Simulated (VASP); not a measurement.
# CuO (Pm-3m) in VASP: settings compared

One crystal, CuO, is run at these levels: r2SCAN, r2SCAN50; tasks: relaxation of the atoms, single point, relaxation of cell and atoms.

Program: VASP 6.6.1. These are calculated values, not measurements. Logs are shortened: lines on timing, memory, paths and dates and some standing lists are left out, and cuts for length are marked.

### Step 1. The crystal as given

It takes space group Pm-3m (No. 221, cubic). Conventional cell: a = 2.553 Å, b = 2.553 Å, c = 2.553 Å, α = 90.00°, β = 90.00°, γ = 90.00°. Cu (site symmetry m-3m) is surrounded by 8 O at 2.21 Å. O (site symmetry m-3m) has 8 Cu at 2.21 Å as nearest neighbours.

Measurements of this composition are mostly on another form, of space group No. 15.

### Step 2. Relaxation of the atoms, r2SCAN (atoms moved at random, drawn with an rms of 0.1 Å)

The input, INCAR:

```
SYSTEM = CuO
ALGO = Normal ; EDIFF = 1E-7
EDIFFG = -0.01 ; ENCUT = 520
IBRION = 2 ; ISIF = 2
ISMEAR = 0 ; LASPH = .TRUE.
LCHARG = .FALSE. ; LMIXTAU = .TRUE.
LREAL = .FALSE. ; LWAVE = .FALSE.
METAGGA = R2SCAN ; NELM = 60
NSW = 40 ; PREC = Accurate
SIGMA = 0.05
```

The input, KPOINTS:

```
k-points
0
G
  7 7 7
  0 0 0
```

The input, POSCAR:

```
CuO
1.0
    2.5525506100      0.0000000000      0.0000000000
    0.0000000000      2.5525506100      0.0000000000
    0.0000000000      0.0000000000      2.5525506100
Cu O
1 1
Direct
    0.0086640000     -0.0080160000     -0.0018840000
    0.5134400000      0.4938680000      0.4995920000
```

Potentials or basis: VASP PAW PBE potentials, release 64 (Cu, O).

On the command line:

```console
$ cat potpaw_PBE.64/Cu/POTCAR potpaw_PBE.64/O/POTCAR > POTCAR
$ mpirun -np 1 vasp_std > vasp.out
```

OUTCAR:

```text
SYSTEM = CuO
   EDIFF = 1E-7
   EDIFFG = -0.01
   ENCUT = 520
   IBRION = 2
   ISIF = 2
   ISMEAR = 0
   LASPH = .TRUE.
   LREAL = .FALSE.
   METAGGA = R2SCAN
   NELM = 60
   NSW = 40
   PREC = Accurate

 ion  position               nearest neighbor table
   1  0.009  0.992  0.998-   2 2.20   2 2.20   2 2.20   2 2.21   2 2.21   2 2.22   2 2.22   2 2.22

   2  0.513  0.494  0.500-   1 2.20   1 2.20   1 2.20   1 2.21   1 2.21   1 2.22   1 2.22   1 2.22

  LATTYP: Found a simple cubic cell.
 ALAT       =     2.5525506100

  Lattice vectors:

 A1 = (   2.5525506100,   0.0000000000,   0.0000000000)
 A2 = (   0.0000000000,   2.5525506100,   0.0000000000)
 A3 = (   0.0000000000,   0.0000000000,   2.5525506100)

Analysis of symmetry for initial positions (statically):
=====================================================================
 Subroutine PRICEL returns:
 Original cell was already a primitive cell.

 Routine SETGRP: Setting up the symmetry group for a
 simple cubic supercell.

 Subroutine GETGRP returns: Found  1 space group operations
 (whereof  1 operations were pure point group operations)
 out of a pool of 48 trial point group operations.

The static configuration has the point symmetry C_1 .

Analysis of symmetry for dynamics (positions and initial velocities):
=====================================================================
 Subroutine PRICEL returns:
 Original cell was already a primitive cell.

 Routine SETGRP: Setting up the symmetry group for a
 simple cubic supercell.

 Subroutine GETGRP returns: Found  1 space group operations
 (whereof  1 operations were pure point group operations)
 out of a pool of 48 trial point group operations.

The dynamic configuration has the point symmetry C_1 .

 Subroutine INISYM returns: Found  1 space group operations
 (whereof  1 operations are pure point group operations),
 and found     1 'primitive' translations

----------------------------------------------------------------------------------------

                                     Primitive cell

  volume of cell :      16.6312

  direct lattice vectors                    reciprocal lattice vectors
     2.552550610  0.000000000  0.000000000     0.391765004  0.000000000  0.000000000
     0.000000000  2.552550610  0.000000000     0.000000000  0.391765004  0.000000000
[... 107 lines left out ...]
  Fermi-wavevector in a.u.,A,eV,Ry     =   1.649112  3.116370 37.001994  2.719570
  Thomas-Fermi vector in A             =   2.738287
   LORBIT       =      0    0 simple, 1 ext, 2 COOP (PROOUT), +10 PAW based schemes
   METAGGA = R2SCAN    functional components
   LHFCALC =     F    Hartree Fock is set to
   AEXX    =    0.0000 exact exchange contribution
   IVDW    =     0    specifies the selected vdW correction
   LEPSILON=     F    determine dielectric tensor
   LRPA    =     F    only Hartree local field effects (RPA)
 conjugate gradient relaxation of ions
 non-spin polarized calculation
 Gauss-broadening in eV      SIGMA  =   0.05
  energy-cutoff  :      520.00
  volume of cell :       16.63
 maximum number of plane-waves:       461
   NGX =  9   NGY =  9   NGZ =  9

--------------------------------------- Ionic step        1  -------------------------------------------

 number of electron      17.0000002 magnetization

 Free energy of the ion-electron system (eV)
  ---------------------------------------------------
  ext. energy  EPLUGINS =         0.00000000
  ---------------------------------------------------
  free energy    TOTEN  =       -16.91034172 eV

  energy without entropy =      -16.91006600  energy(sigma->0) =      -16.91020386

------------------------ aborting loop because EDIFF is reached ----------------------------------------

  FORCE on cell =-STRESS in cart. coord.  units (eV):
  Direction    XX          YY          ZZ          XY          YZ          ZX
  --------------------------------------------------------------------------------------
  -------------------------------------------------------------------------------------
  Total        1.3210614      1.3207612      1.3031063      0.0005896      0.0000325      0.0005855
  in kB      127.2654428    127.2365206    125.5357292      0.0567952      0.0031295      0.0564091
  external PRESSURE =     126.6792309 kB  Pullay stress =       0.0000000 kB
[... 59 lines left out ...]
--------------------------------------- Ionic step        3  -------------------------------------------

 number of electron      17.0000003 magnetization

 Free energy of the ion-electron system (eV)
  ---------------------------------------------------
  ext. energy  EPLUGINS =         0.00000000
  ---------------------------------------------------
  free energy    TOTEN  =       -16.91058055 eV

  energy without entropy =      -16.91030484  energy(sigma->0) =      -16.91044270

 E-fermi :   7.4304     XC(G=0): -14.1188

 val. band max:        7.2947996082   @ k =  -0.1429   0.2857   0.0000
 cond. band min:       7.5119657597   @ k =   0.1429  -0.4286  -0.2857
 fundamental gap:      0.2171661515
 Fermi energy:         7.4303647110

 k-point     1 :       0.0000    0.0000    0.0000
  band No.  band energies     occupation
      1     -13.7315      2.00000
      2       3.6650      2.00000
      3       3.6662      2.00000
      4       5.2278      2.00000
      5       5.2279      2.00000
      6       5.2281      2.00000
      7       5.6317      2.00000
      8       5.6320      2.00000
      9       5.6321      2.00000
     10       9.2692      0.00000
     11      24.4645      0.00000
     12      24.4646      0.00000
[... 331 lines left out ...]
 k-point    24 :      -0.1429    0.0000    0.2857
  band No.  band energies     occupation
      1     -12.7521      2.00000
      2       0.8170      2.00000
      3       3.1567      2.00000
      4       4.0160      2.00000
      5       4.1700      2.00000
      6       5.5276      2.00000
      7       5.5320      2.00000
      8       6.4920      2.00000
      9       7.2947      1.99988
     10      13.3381      0.00000
     11      20.6190      0.00000
     12      23.9169      0.00000

 [... further k-points ...]

------------------------ aborting loop because EDIFF is reached ----------------------------------------

  FORCE on cell =-STRESS in cart. coord.  units (eV):
  Direction    XX          YY          ZZ          XY          YZ          ZX
  --------------------------------------------------------------------------------------
  -------------------------------------------------------------------------------------
  Total        1.3226093      1.3136622      1.2983997     -0.0000657     -0.0001224      0.0000109
  in kB      127.4145624    126.5526400    125.0823112     -0.0063326     -0.0117909      0.0010533
  external PRESSURE =     126.3498379 kB  Pullay stress =       0.0000000 kB
[... 17 lines left out ...]
  FREE ENERGIE OF THE ION-ELECTRON SYSTEM (eV)
  ---------------------------------------------------
  free  energy   TOTEN  =       -16.9105805540 eV

  energy  without entropy=      -16.9103048374  energy(sigma->0) =      -16.91044270

 reached required accuracy - stopping structural energy minimisation
```

Wall time 4 min (1 thread of Intel Xeon Platinum 8259CL at 2.50GHz (Skylake/Cascade Lake), shared host); peak memory 0.16 GiB.

What came out:

| Quantity | Value |
| --- | --- |
| Free energy | -16.9106 eV |
| Energy gained by relaxing | 0.1 meV/atom |
| Ionic steps | 3 |
| Pressure after relaxing | 12.6 GPa |
| Band gap on the k mesh | none (metal or under the smearing width) |

Step by step:
```csv
step,energy change (eV),largest force (eV/Å),pressure (GPa)
1,0.0000,0.0355,12.67
2,-0.0001,0.0264,12.66
3,-0.0002,0.0012,12.63
```

Final structure:
```
Cu O
1.0
     2.55255    0.00000    0.00000
     0.00000    2.55255    0.00000
     0.00000    0.00000    2.55255
Cu O
1 1
Cartesian
  0.0280 2.5347 2.5495
  1.3047 1.2580 1.2735
```

Caveat: the PAW data sets were made with another functional, which shifts forces and pressure a little; an odd number of electrons without spin polarisation forces a metal; a magnetic or distorted state may lie lower; the run has no spin polarisation, though such a crystal can be magnetic; semilocal functionals often make such compounds metallic where correlation or magnetic order opens a gap, which also shifts bond lengths.

### Step 3. Single point, r2SCAN

The input, INCAR:

```
SYSTEM = CuO
PREC = Accurate ; ENCUT = 520
EDIFF = 1E-6 ; ISMEAR = -1
SIGMA = 0.05 ; LREAL = .FALSE.
LASPH = .TRUE. ; NELM = 60
ALGO = Normal ; ISIF = 2
LWAVE = .FALSE. ; LCHARG = .TRUE.
METAGGA = R2SCAN ; LMIXTAU = .TRUE.
LELF = .TRUE. ; LVHAR = .TRUE.
```

The input, KPOINTS:

```
Automatic mesh
0
G
  10 10 10
  0 0 0
```

The input, POSCAR:

```
CuO
1.0
    2.5525506100      0.0000000000      0.0000000000
    0.0000000000      2.5525506100      0.0000000000
    0.0000000000      0.0000000000      2.5525506100
Cu O
1 1
Direct
    0.0000000000      0.0000000000      0.0000000000
    0.5000000000      0.5000000000      0.5000000000
```

Potentials or basis: VASP PAW PBE potentials, release 64 (Cu, O).

On the command line:

```console
$ cat potpaw_PBE.64/Cu/POTCAR potpaw_PBE.64/O/POTCAR > POTCAR
$ mpirun -np 1 vasp_std > vasp.out
```

It took 42 s on 1 thread of Intel Xeon Platinum 8259CL at 2.50GHz (Skylake/Cascade Lake), shared host; peak memory 0.13 GiB.

The run converged. Its results:

```
Free energy            : -16.9021 eV
Pressure               : 13.0 GPa
Band gap on the k mesh : none (metal or under the smearing width)
```

Levels at points of the mesh, in eV from the Fermi level:
```
           k point  band 6  band 7  band 8  band 9  band 10  band 11  band 12
(0.00, 0.00, 0.00)   -2.19   -1.77   -1.77   -1.77     1.85    17.05    17.05
(0.50, 0.00, 0.00)   -1.70   -1.32    0.48    0.48     7.76     9.48    18.79
(0.50, 0.50, 0.00)   -2.29   -2.27   -1.36   -1.11     6.16    13.09    13.09
(0.50, 0.50, 0.50)   -1.32    0.38    0.38    0.38     7.85     7.85     7.85
```

Caveat: the PAW data sets were made with another functional, which shifts forces and pressure a little; an odd number of electrons without spin polarisation forces a metal; a magnetic or distorted state may lie lower; the run has no spin polarisation, though such a crystal can be magnetic; semilocal functionals often make such compounds metallic where correlation or magnetic order opens a gap, which also shifts bond lengths. With open d or f shells a metallic result of r2SCAN can be an artefact of self-interaction; +U or a hybrid may open a gap.

### Step 4. Relaxation of cell and atoms, r2SCAN50

POSCAR is that of step 3.

The input, INCAR.step1:

```
PREC = Accurate ; ENCUT = 600
EDIFF = 1E-5 ; ISMEAR = 0
SIGMA = 0.05 ; LREAL = F
LASPH = T ; NELM = 60
ALGO = Normal ; LWAVE = T
LCHARG = F ; GGA = PE
```

The input, INCAR.step2:

```
PREC = Accurate ; ENCUT = 600
EDIFF = 1E-6 ; ISMEAR = 0
SIGMA = 0.05 ; LREAL = F
LASPH = T ; NELM = 60
ALGO = Normal ; ISIF = 3
LWAVE = F ; LCHARG = F
METAGGA = R2SCAN ; LHFCALC = T
AEXX = 0.5 ; LMIXTAU = T
PRECFOCK = Fast ; IBRION = 2
NSW = 40 ; EDIFFG = -0.01
ISTART = 1
```

The input, KPOINTS:

```
regular mesh
0
Gamma
  5 5 5
```

On the command line:

```console
$ cat potpaw_PBE.64/Cu/POTCAR potpaw_PBE.64/O/POTCAR > POTCAR
$ cp INCAR.step1 INCAR
$ mpirun -np 1 vasp_std > vasp.out
$ cp INCAR.step2 INCAR
$ mpirun -np 1 vasp_std > vasp.out
```

It took 7.2 min on 1 thread of Intel Xeon Platinum 8259CL at 2.50GHz (Skylake/Cascade Lake), shared host; peak memory 0.13 GiB.

The run converged. Its results:

```
Free energy                            : -17.5501 eV
Relaxed volume                         : 8.54 Å³/atom
Relaxed cell                           : a = 2.575 Å, b = 2.575 Å, c = 2.575 Å, α = 90.00°, β = 90.00°, γ = 90.00°
Space group after relaxing (to 0.05 Å) : Pm-3m (No. 221)
Energy gained by relaxing              : 4.0 meV/atom
Ionic steps                            : 3
Pressure after relaxing                : 0.1 GPa
Band gap on the k mesh                 : none (metal or under the smearing width)
```

Step by step:
```
step  energy change (eV)  largest force (eV/Å)  pressure (GPa)  volume (Å³)
   1              0.0000                0.0000            5.97        16.63
   2             -0.0042                0.0000           -4.15        17.39
   3             -0.0080                0.0000            0.14        17.08
```

Final structure:
```yaml
crystal:
  lattice:
    - [2.57510, 0.00000, 0.00000]
    - [0.00000, 2.57510, 0.00000]
    - [0.00000, 0.00000, 2.57510]
  atoms:
    - { symbol: Cu, position: [0.00000, 0.00000, 0.00000] }
    - { symbol: O, position: [0.50000, 0.50000, 0.50000] }
```

Levels at points of the mesh, in eV from the Fermi level:
```tsv
k point	band 6	band 7	band 8	band 9	band 10	band 11	band 12
(0.00, 0.00, 0.00)	-3.14	-2.79	-2.79	-2.78	5.86	21.32	21.32
```

Caveat: the k mesh is coarse (spacing up to 0.49 Å⁻¹), so the values aren't converged, least of all with exact exchange; the PAW data sets were made with another functional, which shifts forces and pressure a little; an odd number of electrons without spin polarisation forces a metal; a magnetic or distorted state may lie lower; the run has no spin polarisation, though such a crystal can be magnetic.

### Step 5. Overview

```csv
task,level,cell,k mesh,cutoff (eV),smearing,grid for exact exchange (PRECFOCK),exchange at q = 0,mesh quality,gap on the mesh (eV),pressure (GPa)
relaxation of the atoms,r2SCAN,"atoms relaxed from: atoms moved at random, drawn with an rms of 0.1 Å",7 × 7 × 7,520,gaussian 0.05 eV,-,-,not flagged,none,12.6
single point,r2SCAN,as given,10 × 10 × 10,520,fermi-dirac 0.05 eV,-,-,not flagged,none,13.0
relaxation of cell and atoms,r2SCAN50,relaxed,5 × 5 × 5,600,gaussian 0.05 eV,Fast,default,coarse,none,0.1
```

Alike in all rows: potentials or basis VASP PAW PBE potentials, release 64 (Cu, O); no spin polarisation.

Caveats: some runs use coarse meshes; the PAW data sets were made with another functional, which shifts forces and pressure a little; an odd number of electrons without spin polarisation forces a metal; a magnetic or distorted state may lie lower; the run has no spin polarisation, though such a crystal can be magnetic; semilocal functionals often make such compounds metallic where correlation or magnetic order opens a gap, which also shifts bond lengths (some runs).

Absolute energies hang on the potentials; compare differences alone.
